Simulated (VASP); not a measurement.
Here is a VASP 6.6.1 calculation.

Contents of INCAR:

```
PREC = Accurate
ENCUT = 520
EDIFF = 1E-7
ISMEAR = 0
SIGMA = 0.02
LREAL = F
LASPH = T
NELM = 60
ALGO = Fast
ISIF = 3
LWAVE = F
LCHARG = F
GGA = PE
IBRION = 2
NSW = 80
EDIFFG = -0.15
```

KPOINTS

```
regular mesh
0
Gamma
  14 14 14
```

POSCAR

```
C                                       
1.0
    0.0000000000      1.7833700000      1.7833700000
    1.7833700000      0.0000000000      1.7833700000
    1.7833700000      1.7833700000      0.0000000000
  C             
     2
Direct
     0.0000000000000000    0.0000000000000000    0.0000000000000000
     0.2500000000000000    0.2500000000000000    0.2500000000000000
```

Potentials or basis: VASP PAW PBE potentials, release 64 (C).

Launch:

```console
$ cat potpaw_PBE.64/C/POTCAR > POTCAR
$ mpirun -np 1 vasp_std > vasp.out
```

Task: Predict the band gap on the k mesh.

Result: 4.13 eV, indirect (least direct gap 5.59 eV).

Final structure:
```
C
1.0
     0.00000    1.78337    1.78337
     1.78337    0.00000    1.78337
     1.78337    1.78337    0.00000
C
2
Direct
  0.00000 0.00000 0.00000
  0.25000 0.25000 0.25000
```

Caveat: the relaxation stopped at its first step, so nothing moved. A k mesh can miss the band edges.
